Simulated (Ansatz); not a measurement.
## Electron scattering at the Σ5 (310) boundary in bcc Mo with P (substitutional)

Wanted: what the Σ5 (310) boundary in bcc Mo with P (substitutional) costs an interconnect.

Method: Ansatz plane-wave DFT, PBE, PAW files; relaxation of a bicrystal slab with its lowest layers held; PAW set soft_1, in the first sound run; inputs show where later runs differ, in Ansatz 0.2.0.

### Step 1. Set-up

The cell holds 20 atoms: 19 Mo and 1 P. Cell: a = 5.219 Å, b = 3.147 Å, c = 30.308 Å, α = 90.0°, β = 90.0°, γ = 72.5°. It derives from Mo. built on the (3 1 0) plane; 1 overlapping atoms removed and the grains opened by 0.4 Å. Vacuum lies along c.

### Step 2. Relaxing the bicrystal

The boundary is built by mirroring the lower grain in the boundary plane and removing any atoms that overlap; then the P is put in at the boundary. A thin bicrystal slab is relaxed first, with the lowest layers held and the upper grain free to shift and open.

input.yaml

```yaml
crystal:
  lattice:
    - [5.2187091076, 0.0, 0.0]
    - [0.9488562014, 3.0005467684, 0.0]
    - [0.0, 0.0, 30.3082068143]
  atoms:
    - { symbol: Mo, position: [0.7999999999, 0.6000000001, 0.1649718187] }
    - { symbol: Mo, position: [0.1999999999, 0.9, 0.1978067794] }
    - { symbol: Mo, position: [0.5999999999, 0.2, 0.2306417401] }
    - { symbol: Mo, position: [1.0, 0.5, 0.2634767008] }
    - { symbol: Mo, position: [0.4, 0.8, 0.2963116615] }
    - { symbol: Mo, position: [0.8, 0.1, 0.3291466222] }
    - { symbol: Mo, position: [0.2, 0.4, 0.3619815829] }
    - { symbol: Mo, position: [0.6, 0.7, 0.3948165436] }
    - { symbol: P, position: [0.0, 0.0, 0.4276515043] }
    - { symbol: Mo, position: [0.6, 0.7, 0.4736842105] }
    - { symbol: Mo, position: [0.2, 0.4, 0.5065191712] }
    - { symbol: Mo, position: [0.8, 0.1, 0.5393541319] }
    - { symbol: Mo, position: [0.4, 0.8, 0.5721890926] }
    - { symbol: Mo, position: [1.0, 0.5, 0.6050240533] }
    - { symbol: Mo, position: [0.5999999999, 0.2, 0.637859014] }
    - { symbol: Mo, position: [0.1999999999, 0.9, 0.6706939747] }
    - { symbol: Mo, position: [0.7999999999, 0.6000000001, 0.7035289354] }
    - { symbol: Mo, position: [0.3999999999, 0.3000000001, 0.7363638961] }
    - { symbol: Mo, position: [0.9999999999, 1.0e-10, 0.7691988568] }
    - { symbol: Mo, position: [0.5999999999, 0.7000000001, 0.8020338175] }
kpoints:
  mp_grid: { grid: [8, 8, 1] }
hamiltonian:
  xc: pbe
  pseudopotentials: { kind: paw, azcp: { folder: soft_1 } }
scf:
  occupations: { method: fermi_dirac, width: 0.1 }
relax:
  f_tol: 0.03
  max_steps: 80
  constraints: [{ sites: [0, 1, 2, 3] }]
```

Run with:

```sh
$ ansatz run input.yaml --threads 4 --pin off --max-ram 15360MiB --backend cpu --events-out ev --progress --plain --runs-dir out
```

Numbers of over 12 decimals in the logs are rounded to 6 here.

The program printed:

```text
Engine: ansatz 0.2.0, x86_64-unknown-linux-gnu
Pseudopotentials: kind: paw
Pseudopotential: Mo, paw, valence charge 14, recommended cutoff 420 eV (normal), soft_1/Mo.paw.azcp
Pseudopotential: P, paw, valence charge 5, recommended cutoff 420 eV (normal), soft_1/P.paw.azcp
Functional definition: PBE
  parameter kappa = 0.804
  parameter beta = 0.066725
  exchange = pbe_x(kappa = kappa, mu = beta*pi^2/3)
  correlation = pbe_c(beta = beta)
Crystal: 20 atoms, lattice volume = 474.596 Å³
Basis set: ecut = 420 eV, 9333 PW (Γ), exchange–correlation on 72×48×432 points (8 copies of the dense FFT grid, shifted against one another)
Bands: 163, of which v1, the nominal top of the filled ones, is band 136 counted from 1 (135 counted from 0)
Symmetry: 2 space group operations
Space group: Cm (ITA 8), of the structure as read, at distance tolerance 7.8e-5 Å
k-points: 21 of 64 (time reversal used)
Non-local potential: Mo, projectors of the file, l = 0: 3, l = 1: 2, l = 2: 2, l = 3: 1
Non-local potential: P, projectors of the file, l = 0: 2, l = 1: 2, l = 2: 1
PAW form: soft (Blöchl's): semilocal exchange-correlation on the pseudo side does not see the compensation charge
PAW one-centre angular grid: Mo, 590 points (default); XC on 64 Gauss nodes
PAW one-centre angular grid: P, 110 points (default); XC on 64 Gauss nodes
Initial density: superposition of atomic densities (neutral atoms: chi_scale 0, normalization atom)
Initial wavefunctions: pseudopotential atomic-orbital guess
Functional: x = pbe(κ = 0.804, μ = 0.219515), c = pbe(β = 0.066725)
SCF iter   1: F=—  HF=-94927.517886 eV  |F-HF|=—  |Δ(HF+E_count)|=         —  Δρ=8.61e-2  dr2=1.92e2  ethr=3.10e-3  ⟨swp⟩=8.3  Hψ=15172  notcnv=0
preconditioner: auto → LDOS  [metal: Δε(μ)=0.014 eV  Ē_g=4.552 eV  σ=0.100 eV  W_gap=0.03  n_scr=116 (ndim 8)  ℏωp=18.6 eV  f_vac=0.275  D(μ)=15.44/eV (n_scr^D=104)  β→1.0]
SCF iter   2: F=—  HF=-94921.587224 eV  |F-HF|=—  |Δ(HF+E_count)|=    5.93e0  Δρ=7.35e-2  dr2=2.63e2  ethr=3.10e-3  ⟨swp⟩=4.2  Hψ=9404  notcnv=0
SCF iter   3: F=—  HF=-94912.667141 eV  |F-HF|=—  |Δ(HF+E_count)|=    8.92e0  Δρ=1.31e-2  dr2=3.97e0  ethr=3.10e-3  ⟨swp⟩=4.0  Hψ=8454  notcnv=0
SCF iter   4: F=—  HF=-94912.473854 eV  |F-HF|=—  |Δ(HF+E_count)|=   1.93e-1  Δρ=4.42e-3  dr2=1.32e-1  ethr=1.47e-3  ⟨swp⟩=2.7  Hψ=4993  notcnv=0
SCF iter   5: F=—  HF=-94912.444377 eV  |F-HF|=—  |Δ(HF+E_count)|=   2.95e-2  Δρ=1.52e-3  dr2=6.02e-2  ethr=4.86e-5  ⟨swp⟩=3.1  Hψ=7265  notcnv=0
SCF iter   6: F=—  HF=-94912.442980 eV  |F-HF|=—  |Δ(HF+E_count)|=   1.40e-3  Δρ=6.41e-4  dr2=1.24e-2  ethr=2.22e-5  ⟨swp⟩=2.3  Hψ=4556  notcnv=0
SCF iter   7: F=—  HF=-94912.443934 eV  |F-HF|=—  |Δ(HF+E_count)|=   9.54e-4  Δρ=1.66e-4  dr2=5.81e-4  ethr=4.57e-6  ⟨swp⟩=1.6  Hψ=3581  notcnv=0
SCF iter   8: F=—  HF=-94912.443984 eV  |F-HF|=—  |Δ(HF+E_count)|=   5.07e-5  Δρ=8.48e-5  dr2=3.20e-4  ethr=2.14e-7  ⟨swp⟩=2.6  Hψ=5471  notcnv=0
SCF iter   9: F=-94912.443979 eV  HF=-94912.443984 eV  |F-HF|=5.16e-6  |Δ(HF+E_count)|=   3.41e-7  Δρ=2.88e-5  dr2=1.12e-5  ethr=8.30e-9  ⟨swp⟩=4.1  Hψ=13723  notcnv=0
SCF 1 converged in 9 iterations: F = -94912.443979 eV  dr2 = 1.12e-5
  greatest PAW one-centre occupation: 0.999 electrons in one spin orbital (limit 2), on the Mo atom at site 17 (counted from 0), in its partial waves of l = 0
relax step   1: F+E_penalty+E_count = -94912.44397885 eV  Δ(F+E_penalty+E_count) = +0.000e0 eV  max|allowed force component| = 1.794e0 eV/Å  Δτ_max = 0.0000 Å  (9 SCF iters, dr2 threshold 2.25e-5 eV, accepted)
Initial density: handed on by an earlier stage of this run
Initial wavefunctions: those handed on with the density
iter 1 solved again at ethr=5.49e-4 eV; its pass at ethr=3.10e-3 eV (dr2=1.49e0 eV) is discarded
SCF iter   1: F=—  HF=-94913.008273 eV  |F-HF|=—  |Δ(HF+E_count)|=         —  Δρ=1.16e-2  dr2=1.71e0  ethr=5.49e-4  ⟨swp⟩=1.6  Hψ=10936  notcnv=0
eigensolver tolerance schedule calibrated: the retry pair's looser diagonalisation under-reported the residual by θ = 0.13 (0.17/decade); ethr = c·dr2/N_el runs at the constant in force after the calibration composes with the one it found (an armed cap, an earlier calibration), c = 3.4e-2
preconditioner: auto → LDOS  [metal: Δε(μ)=0.006 eV  Ē_g=4.057 eV  σ=0.100 eV  W_gap=0.01  n_scr=116 (ndim 8)  ℏωp=18.6 eV  f_vac=0.281  D(μ)=17.36/eV (n_scr^D=136)  β→1.0]
SCF iter   2: F=—  HF=-94912.946046 eV  |F-HF|=—  |Δ(HF+E_count)|=   6.22e-2  Δρ=5.34e-3  dr2=3.33e-1  ethr=2.17e-4  ⟨swp⟩=5.0  Hψ=7991  notcnv=0
SCF iter   3: F=—  HF=-94912.905186 eV  |F-HF|=—  |Δ(HF+E_count)|=   4.09e-2  Δρ=1.75e-3  dr2=3.73e-2  ethr=4.24e-5  ⟨swp⟩=2.6  Hψ=7224  notcnv=0
SCF iter   4: F=—  HF=-94912.899131 eV  |F-HF|=—  |Δ(HF+E_count)|=   6.06e-3  Δρ=3.64e-4  dr2=1.31e-3  ethr=4.74e-6  ⟨swp⟩=3.0  Hψ=6532  notcnv=0
SCF iter   5: F=—  HF=-94912.899128 eV  |F-HF|=—  |Δ(HF+E_count)|=   2.91e-6  Δρ=1.14e-4  dr2=1.35e-4  ethr=1.67e-7  ⟨swp⟩=2.9  Hψ=7064  notcnv=0
SCF iter   6: F=-94912.899170 eV  HF=-94912.899173 eV  |F-HF|=3.77e-6  |Δ(HF+E_count)|=   4.53e-5  Δρ=4.68e-5  dr2=2.17e-5  ethr=1.27e-8  ⟨swp⟩=2.9  Hψ=13606  notcnv=0
SCF 2 converged in 6 iterations: F = -94912.899170 eV  dr2 = 2.17e-5
relax step   2: F+E_penalty+E_count = -94912.89916952 eV  Δ(F+E_penalty+E_count) = -4.552e-1 eV  max|allowed force component| = 6.988e-1 eV/Å  Δτ_max = 0.1948 Å  (6 SCF iters, dr2 threshold 1.00e-4 eV, accepted)
SCF iter   1: F=—  HF=-94913.292375 eV  |F-HF|=—  |Δ(HF+E_count)|=         —  Δρ=1.75e-2  dr2=1.26e1  ethr=3.10e-3  ⟨swp⟩=5.7  Hψ=8220  notcnv=0
preconditioner: auto → LDOS  [metal: Δε(μ)=0.001 eV  Ē_g=4.090 eV  σ=0.100 eV  W_gap=0.00  n_scr=116 (ndim 8)  ℏωp=18.6 eV  f_vac=0.286  D(μ)=17.25/eV (n_scr^D=136)  β→1.0]
SCF iter   2: F=—  HF=-94913.084215 eV  |F-HF|=—  |Δ(HF+E_count)|=   2.08e-1  Δρ=5.37e-3  dr2=1.99e-1  ethr=3.10e-3  ⟨swp⟩=2.0  Hψ=4299  notcnv=0
SCF iter   3: F=—  HF=-94913.054229 eV  |F-HF|=—  |Δ(HF+E_count)|=   3.00e-2  Δρ=3.49e-3  dr2=1.12e-1  ethr=7.33e-5  ⟨swp⟩=3.2  Hψ=7521  notcnv=0
SCF iter   4: F=—  HF=-94913.030241 eV  |F-HF|=—  |Δ(HF+E_count)|=   2.40e-2  Δρ=4.77e-4  dr2=2.73e-3  ethr=4.14e-5  ⟨swp⟩=2.0  Hψ=6348  notcnv=0
SCF iter   5: F=—  HF=-94913.030471 eV  |F-HF|=—  |Δ(HF+E_count)|=   2.30e-4  Δρ=1.71e-4  dr2=3.30e-4  ethr=1.01e-6  ⟨swp⟩=3.0  Hψ=6809  notcnv=0
SCF iter   6: F=-94913.030511 eV  HF=-94913.030518 eV  |F-HF|=6.39e-6  |Δ(HF+E_count)|=   4.64e-5  Δρ=5.28e-5  dr2=2.41e-5  ethr=1.13e-8  ⟨swp⟩=3.8  Hψ=13973  notcnv=0
SCF 3 converged in 6 iterations: F = -94913.030511 eV  dr2 = 2.41e-5
  greatest PAW one-centre occupation: 0.999 electrons in one spin orbital (limit 2), on the Mo atom at site 2 (counted from 0), in its partial waves of l = 0
relax step   3: F+E_penalty+E_count = -94913.03051145 eV  Δ(F+E_penalty+E_count) = -1.313e-1 eV  max|allowed force component| = 4.074e-1 eV/Å  Δτ_max = 0.1943 Å  (6 SCF iters, dr2 threshold 3.05e-5 eV, accepted)
[... from here on, the SCF cycles and remarks between the steps are left out ...]
relax step   4: F+E_penalty+E_count = -94913.14389518 eV  Δ(F+E_penalty+E_count) = -1.134e-1 eV  max|allowed force component| = 1.907e-1 eV/Å  Δτ_max = 0.2000 Å  (7 SCF iters, dr2 threshold 2.52e-5 eV, accepted)
relax step   5: F+E_penalty+E_count = -94913.15657118 eV  Δ(F+E_penalty+E_count) = -1.268e-2 eV  max|allowed force component| = 1.007e-1 eV/Å  Δτ_max = 0.0480 Å  (6 SCF iters, dr2 threshold 7.97e-6 eV, accepted)
relax step   6: F+E_penalty+E_count = -94913.16172052 eV  Δ(F+E_penalty+E_count) = -5.149e-3 eV  max|allowed force component| = 4.581e-2 eV/Å  Δτ_max = 0.0486 Å  (7 SCF iters, dr2 threshold 2.22e-6 eV, accepted)
relax step   7: F+E_penalty+E_count = -94913.16496850 eV  Δ(F+E_penalty+E_count) = -3.248e-3 eV  max|allowed force component| = 5.237e-2 eV/Å  Δτ_max = 0.0616 Å  (9 SCF iters, accepted)
relax step   8: F+E_penalty+E_count = -94913.17771917 eV  Δ(F+E_penalty+E_count) = -1.275e-2 eV  max|allowed force component| = 1.434e-1 eV/Å  Δτ_max = 0.1963 Å  (10 SCF iters, accepted)
relax step   9: F+E_penalty+E_count = -94913.22036600 eV  Δ(F+E_penalty+E_count) = -4.265e-2 eV  max|allowed force component| = 2.723e-1 eV/Å  Δτ_max = 0.1973 Å  (7 SCF iters, dr2 threshold 2.06e-5 eV, accepted)
relax step  10: F+E_penalty+E_count = -94913.32941490 eV  Δ(F+E_penalty+E_count) = -1.090e-1 eV  max|allowed force component| = 5.404e-1 eV/Å  Δτ_max = 0.1900 Å  (6 SCF iters, dr2 threshold 7.42e-5 eV, accepted)
relax step  11: F+E_penalty+E_count = -94913.54796936 eV  Δ(F+E_penalty+E_count) = -2.186e-1 eV  max|allowed force component| = 8.041e-1 eV/Å  Δτ_max = 0.1938 Å  (6 SCF iters, dr2 threshold 1.00e-4 eV, accepted)
relax step  12: F+E_penalty+E_count = -94913.75123420 eV  Δ(F+E_penalty+E_count) = -2.033e-1 eV  max|allowed force component| = 7.815e-1 eV/Å  Δτ_max = 0.1940 Å  (6 SCF iters, dr2 threshold 1.00e-4 eV, accepted)
relax step  13: F+E_penalty+E_count = -94913.82979529 eV  Δ(F+E_penalty+E_count) = -7.856e-2 eV  max|allowed force component| = 1.233e0 eV/Å  Δτ_max = 0.1957 Å  (6 SCF iters, dr2 threshold 1.00e-4 eV, accepted)
relax step  14: F+E_penalty+E_count = -94913.96816652 eV  Δ(F+E_penalty+E_count) = -1.384e-1 eV  max|allowed force component| = 2.806e-1 eV/Å  Δτ_max = 0.1941 Å  (6 SCF iters, dr2 threshold 1.00e-4 eV, accepted)
relax step  15: F+E_penalty+E_count = -94914.01004653 eV  Δ(F+E_penalty+E_count) = -4.188e-2 eV  max|allowed force component| = 2.413e-1 eV/Å  Δτ_max = 0.1736 Å  (7 SCF iters, dr2 threshold 4.92e-6 eV, accepted)
relax step  16: F+E_penalty+E_count = -94914.02210062 eV  Δ(F+E_penalty+E_count) = -1.205e-2 eV  max|allowed force component| = 8.549e-2 eV/Å  Δτ_max = 0.1420 Å  (7 SCF iters, dr2 threshold 3.64e-6 eV, accepted)
relax step  17: F+E_penalty+E_count = -94914.02313409 eV  Δ(F+E_penalty+E_count) = -1.033e-3 eV  max|allowed force component| = 4.391e-2 eV/Å  Δτ_max = 0.0154 Å  (5 SCF iters, dr2 threshold 9.17e-7 eV, accepted)
SCF iter   1: F=—  HF=-94914.023565 eV  |F-HF|=—  |Δ(HF+E_count)|=         —  Δρ=8.35e-4  dr2=9.88e-3  ethr=4.40e-5  ⟨swp⟩=2.0  Hψ=5557  notcnv=0
preconditioner: auto → LDOS  [metal: Δε(μ)=0.003 eV  Ē_g=4.131 eV  σ=0.100 eV  W_gap=0.01  n_scr=116 (ndim 8)  ℏωp=18.6 eV  f_vac=0.295  D(μ)=16.56/eV (n_scr^D=118)  β→1.0]
SCF iter   2: F=—  HF=-94914.023105 eV  |F-HF|=—  |Δ(HF+E_count)|=   4.60e-4  Δρ=2.91e-4  dr2=6.89e-4  ethr=3.64e-6  ⟨swp⟩=1.3  Hψ=4069  notcnv=0
SCF iter   3: F=—  HF=-94914.022990 eV  |F-HF|=—  |Δ(HF+E_count)|=   1.15e-4  Δρ=1.15e-4  dr2=1.18e-4  ethr=2.54e-7  ⟨swp⟩=2.2  Hψ=6080  notcnv=0
SCF iter   4: F=—  HF=-94914.022969 eV  |F-HF|=—  |Δ(HF+E_count)|=   2.12e-5  Δρ=1.97e-5  dr2=3.37e-6  ethr=4.34e-8  ⟨swp⟩=3.1  Hψ=6804  notcnv=0
SCF iter   5: F=—  HF=-94914.023740 eV  |F-HF|=—  |Δ(HF+E_count)|=   7.71e-4  Δρ=5.91e-6  dr2=2.50e-7  ethr=1.24e-9  ⟨swp⟩=2.6  Hψ=6735  notcnv=0
SCF iter   6: F=-94914.023740 eV  HF=-94914.023740 eV  |F-HF|=2.07e-8  |Δ(HF+E_count)|=   4.82e-8  Δρ=2.21e-6  dr2=3.59e-8  ethr=3.69e-11  ⟨swp⟩=5.0  Hψ=11812  notcnv=0
SCF 18 converged in 6 iterations: F = -94914.023740 eV  dr2 = 3.59e-8
relax step  18: F+E_penalty+E_count = -94914.02373957 eV  Δ(F+E_penalty+E_count) = -6.055e-4 eV  max|allowed force component| = 2.721e-2 eV/Å  Δτ_max = 0.0094 Å  (6 SCF iters, accepted)
SCF converged after 6 iterations
Free energy (F): -94914.023740 eV
Harris-Foulkes:  -94914.023740 eV  (|F-HF|=2.07e-8)
Internal energy: -94913.476339 eV  (E = F + TS)
E sigma→0 (E₀):  -94913.750039 eV
Entropy (-TS):   -0.547401 eV (-27.370 meV/atom)
Fermi energy:    12.212548 eV
--- Per-component energies (eV) ---
  E_band       = -3344.406259
  E_kinetic    = 8087.463293
  E_local      = -256258.781314  (includes V_loc(G=0)·N_el)
  E_nonlocal   = 2857.604207
  E_hartree    = 124622.121828
  E_xc         = -3415.521285
  E_vxc        = -4227.713264  (∫ρ·V_xc dr)
  E_paw        = -61585.647939  (= ΣΔE_a)
  E_vpaw       = -3047.201583  (= ΣTr[D̂ρ^β])
  E_aug_tail   = 0.000922  (compensation charges beyond the density's cutoff)
  E_ewald      = 90779.283950
  E_smearing   = -0.547401  (= −TS)
  E_closure    = -0.000000  (closes the sum)
  Σ components = -94914.023740   (vs F -94914.023740, Δ=0.00e0)
--- Forces (eV/Å), atoms counted from 1 ---
  atom   1  Mo     0.33661325    -0.10644645     1.77669366
  atom   2  Mo    -0.42445122     0.13422326    -0.36907994
  atom   3  Mo     0.02439300    -0.00771374    -0.94446474
  atom   4  Mo     0.06580275    -0.02080866    -0.46414629
  atom   5  Mo     0.00319256    -0.00100958     0.00735796
  atom   6  Mo    -0.00156592     0.00049519     0.00650594
  atom   7  Mo    -0.00048749     0.00015416    -0.01233988
  atom   8  Mo     0.00525117    -0.00166057    -0.00233001
  atom   9  P      0.00910123    -0.00287806     0.00483310
  atom  10  Mo    -0.02721466     0.00860603    -0.00036173
  atom  11  Mo     0.01098814    -0.00347475     0.00333634
  atom  12  Mo    -0.00348742     0.00110282    -0.00460151
  atom  13  Mo     0.00095418    -0.00030174    -0.00612041
  atom  14  Mo    -0.00165492     0.00052333     0.00141228
  atom  15  Mo     0.00048096    -0.00015209    -0.00334447
  atom  16  Mo     0.00047039    -0.00014875     0.00152121
  atom  17  Mo    -0.00031488     0.00009957     0.00533603
  atom  18  Mo     0.00070398    -0.00022262    -0.00089909
  atom  19  Mo     0.00045686    -0.00014447    -0.00040753
  atom  20  Mo     0.00082068    -0.00025952     0.00105913
  max |Σ_I F_I| component: 5.26e-5 eV/Å
--- Relaxed structure (18 steps of the walk, 18 accepted, 0 SCFs on fresh bases) ---
  F+E_penalty+E_count = -94914.02373957 eV   max|allowed force component| = 2.721e-2 eV/Å
  atoms:
    - { symbol: Mo, position: [0.7999999999, 0.600000, 0.1649718187] }
    - { symbol: Mo, position: [0.1999999999, 0.900000, 0.1978067794] }
    - { symbol: Mo, position: [0.5999999999, 0.200000, 0.2306417401] }
    - { symbol: Mo, position: [1.0, 0.5, 0.2634767008] }
    - { symbol: Mo, position: [0.399688, 0.800156, 0.296569] }
    - { symbol: Mo, position: [0.800637, 0.099681, 0.329076] }
    - { symbol: Mo, position: [0.189332, 0.405334, 0.362686] }
    - { symbol: Mo, position: [0.608474, 0.695763, 0.392680] }
    - { symbol: P, position: [0.218541, -0.109271, 0.435539] }
    - { symbol: Mo, position: [0.899315, 0.550342, 0.461197] }
    - { symbol: Mo, position: [0.477105, 0.261447, 0.489589] }
    - { symbol: Mo, position: [1.091760, -0.045880, 0.526830] }
    - { symbol: Mo, position: [0.688698, 0.655651, 0.557692] }
    - { symbol: Mo, position: [1.293090, 0.353455, 0.591382] }
    - { symbol: Mo, position: [0.893059, 0.053471, 0.623853] }
    - { symbol: Mo, position: [0.496012, 0.751994, 0.657300] }
    - { symbol: Mo, position: [1.095117, 0.452442, 0.689824] }
    - { symbol: Mo, position: [0.692032, 0.153984, 0.724332] }
    - { symbol: Mo, position: [1.283339, -0.141669, 0.756569] }
    - { symbol: Mo, position: [0.908791, 0.545604, 0.782681] }
```

Run time: 8.2 min. Hardware: 4 threads of Intel Xeon Platinum 8488C (Sapphire Rapids), shared host; peak memory 2.3 GiB.

Step by step:

| step | energy less that of the first step (eV) | largest force component (eV/Å) |
| --- | --- | --- |
| 1 | 0.0000 | 1.7941 |
| 2 | -0.4552 | 0.6988 |
| 3 | -0.5865 | 0.4074 |
| 4 | -0.6999 | 0.1907 |
| 5 | -0.7126 | 0.1007 |
| 6 | -0.7177 | 0.0458 |
| 7 | -0.7210 | 0.0524 |
| 8 | -0.7337 | 0.1434 |
| 9 | -0.7764 | 0.2723 |
| 10 | -0.8854 | 0.5404 |
| 11 | -1.1040 | 0.8041 |
| 12 | -1.3073 | 0.7815 |
| 13 | -1.3858 | 1.2334 |
| 14 | -1.5242 | 0.2806 |
| 15 | -1.5661 | 0.2414 |
| 16 | -1.5781 | 0.0855 |
| 17 | -1.5792 | 0.0439 |
| 18 | -1.5798 | 0.0272 |

Forces are held to the 2 operations that the run works with; a distortion that breaks them can't arise in this run.

The atoms that moved most (Å):

| atom | dx | dy | dz | length |
| --- | --- | --- | --- | --- |
| Mo20 | 1.465 | -0.463 | -0.587 | 1.645 |
| Mo10 | 1.420 | -0.449 | -0.378 | 1.537 |
| Mo16 | 1.404 | -0.444 | -0.406 | 1.528 |
| Mo17 | 1.400 | -0.443 | -0.415 | 1.526 |
| Mo15 | 1.390 | -0.440 | -0.424 | 1.519 |
| Mo14 | 1.391 | -0.440 | -0.413 | 1.516 |
| Mo13 | 1.370 | -0.433 | -0.439 | 1.502 |
| Mo12 | 1.384 | -0.438 | -0.380 | 1.501 |

Numbers from this step:

* free energy: -94914.0237 eV
* energy at zero smearing: -94913.7500 eV
* Fermi energy: 12.21 eV

The largest force component on a free atom ends at 0.027 eV/Å, under the tolerance of 0.03, after 18 steps.

(Part 1 of 2 ends here.)

[Logs are printed without paths, hosts, clocks, repeated set-up lines and the standing remarks that a program may print on its own settings, such as how far it seeks lower states.]

[Hosts, paths, dates, database ids (printed as entryN), source tags and the programs' standing remarks are cut or masked in the printed files.]
